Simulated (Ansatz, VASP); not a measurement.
# Sn in VASP and in Ansatz

```
Sn
1.0
    -1.90095    1.90095    1.90095
     1.90095   -1.90095    1.90095
     1.90095    1.90095   -1.90095
Sn
1
Direct
  0.00000 0.00000 0.00000
```

This isn't the form of Sn at room conditions, which is tetragonal (white tin).

Alike in both runs: task single point; functional PBEsol; dispersion D4; k mesh 11 × 11 × 11; occupations fermi-dirac, width 0.15 eV; no spin polarisation.

|  | VASP | Ansatz |
| --- | --- | --- |
| version | VASP 6.6.1 | Ansatz 0.2.0 |
| potentials or method | VASP PAW PBE potentials, release 64 (Sn_d) | plane waves, PAW |
| plane-wave cutoff (eV) | 520 | 517 |
| valence electrons in the cell | 14 | 14 |

|  | VASP | Ansatz | Ansatz less VASP |
| --- | --- | --- | --- |
| pressure (GPa) | -3.6 | -3.6 | +0.03 |
| dispersion energy (meV/atom) | -243.2 | -243.4 | -0.22 |

Ansatz warned: «stress_scf_threshold_loose».

Caveats: the PAW data sets were made with another functional, which shifts forces and pressure a little (VASP); pairwise dispersion overbinds metals, which lowers pressure and volume.
